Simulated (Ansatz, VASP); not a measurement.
**One calculation of CuO, two programs**

```xyz
6
Lattice="4.1609 0.0000 0.0000 0.0000 4.1609 0.0000 0.0000 0.0000 3.8876" Properties=species:S:1:pos:R:3 pbc="T T T"
Cu    2.0805    0.0000    1.9438
Cu    0.0000    2.0805    1.9438
Cu    0.0000    0.0000    0.0000
O     0.0000    0.0000    1.9438
O     2.0805    0.0000    0.0000
O     0.0000    2.0805    0.0000
```

Measurements of this composition are mostly on another form, of space group No. 15.

Alike in both runs: task single point; functional PBEsol; k mesh 7 × 7 × 7; occupations fermi-dirac, width 0.05 eV; no spin polarisation.

```csv
,VASP,Ansatz
version,VASP 6.6.1,Ansatz 0.2.0
potentials or method,"VASP PAW PBE potentials, release 64 (Cu, O)",Ansatz PAW
plane-wave cutoff (eV),520,420
valence electrons in the cell,51,75
```

|  | VASP | Ansatz | Ansatz less VASP |
| --- | --- | --- | --- |
| gap on the k mesh at the Fermi level (eV) | none | none | - |
| pressure (GPa) | -4.9 | -5.5 | -0.59 |
| largest component of the traceless stress (GPa) | 2.15 | 2.66 | +0.509 |

A gap of «none» marks a metal or a gap that the smearing closes. The two sets of potentials don't hold the same shells in valence.

Caveats: an odd number of electrons without spin polarisation forces a metal; a magnetic or distorted state may lie lower; the run has no spin polarisation, though such a crystal can be magnetic; semilocal functionals often make such compounds metallic where correlation or magnetic order opens a gap, which also shifts bond lengths; the PAW data sets were made with another functional, which shifts forces and pressure a little (VASP); the pressure holds a Pulay correction of +0.7 GPa for the finite cutoff (Ansatz); the PAW data sets come from PBE, with cores solved anew for the run's functional, which leaves a small shift of forces and pressure (Ansatz). With open d or f shells a metallic result of PBEsol can be an artefact of self-interaction; +U or a hybrid may open a gap.
